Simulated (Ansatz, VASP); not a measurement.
NaI: VASP beside Ansatz

Contents of POSCAR:

```
NaI
1.0
    4.2684229627      0.0000000000      0.0000000000
    0.0000000000      4.2684229627      0.0000000000
    0.0000000000      0.0000000000      4.0491393821
Na I
1 1
Direct
    0.0000000000      0.0000000000      0.0000000000
    0.5000000000      0.5000000000      0.5000000000
```

File INCAR.step1:

```
SYSTEM = NaI
PREC = Accurate
ENCUT = 520
EDIFF = 1E-5
ISMEAR = 0
SIGMA = 0.01
LREAL = .FALSE.
LASPH = .TRUE.
NELM = 100
ALGO = Normal
ISIF = 2
LWAVE = .TRUE.
NBANDS = 14
GGA = PE
```

The input INCAR.step2:

```
SYSTEM = NaI
PREC = Accurate
ENCUT = 520
EDIFF = 1E-6
ISMEAR = 0
SIGMA = 0.01
LREAL = .FALSE.
LASPH = .TRUE.
NELM = 100
ALGO = Normal
ISIF = 2
LWAVE = .FALSE.
LCHARG = .TRUE.
GGA = PE
LHFCALC = .TRUE.
HFSCREEN = 0.2079
PRECFOCK = Normal
LELF = .TRUE.
LVHAR = .TRUE.
NBANDS = 14
ISTART = 1
```

File KPOINTS:

```
Automatic mesh
0
G
  4 4 4
  0 0 0
```

Input for Ansatz:

```yaml
crystal:
  lattice:
    - [4.2684229627, 0.0, 0.0]
    - [0.0, 4.2684229627, 0.0]
    - [0.0, 0.0, 4.0491393821]
  atoms:
    - { symbol: Na, position: [0.0, 0.0, 0.0] }
    - { symbol: I, position: [0.5, 0.5, 0.5] }
kpoints:
  mp_grid: { grid: [4, 4, 4] }
  band_path:
    path: [[0.0, 0.0, 0.0], [0.0, 0.5, 0.0], [0.5, 0.5, 0.0], [0.5, 0.5, 0.5]]
    npoints: 1
hamiltonian:
  xc: hse06
scf:
  occupations: { method: fixed }
  n_extra_bands: 4
output:
  forces: true
  stress: true
  eigenvalues: true
```

Change from the starting cell: epitaxial_xy strain +5.6%.

Alike in both runs: task single point; functional HSE06; k mesh 4 × 4 × 4; no spin polarisation.

|  | VASP | Ansatz |
| --- | --- | --- |
| version | VASP 6.6.1 | Ansatz 0.2.0 |
| potentials or method | VASP PAW PBE potentials, release 64 (Na_pv, I) | plane waves, PAW |
| plane-wave cutoff (eV) | 520 | 420 |
| occupations | gaussian, width 0.01 eV | fixed |
| valence electrons in the cell | 14 | 26 |

VASP gave:

| Property | Result |
| --- | --- |
| gap on the k mesh at the Fermi level (eV) | 2.81 |
| pressure (GPa) | -1.3 |
| largest component of the traceless stress (GPa) | 1.46 |

**Question.** What did Ansatz give for the same quantities?

**Answer.** gap on the k mesh at the Fermi level (eV): 2.83; pressure (GPa): -1.3; largest component of the traceless stress (GPa): 1.47.

The two sets of potentials don't hold the same shells in valence. Ansatz warned: «stress_exchange_threshold_loose».

Caveats: the PAW data sets were made with another functional, which shifts forces and pressure a little (VASP); spin-orbit coupling is left out, which moves the levels of the heavy elements. A k mesh can miss the band edges.
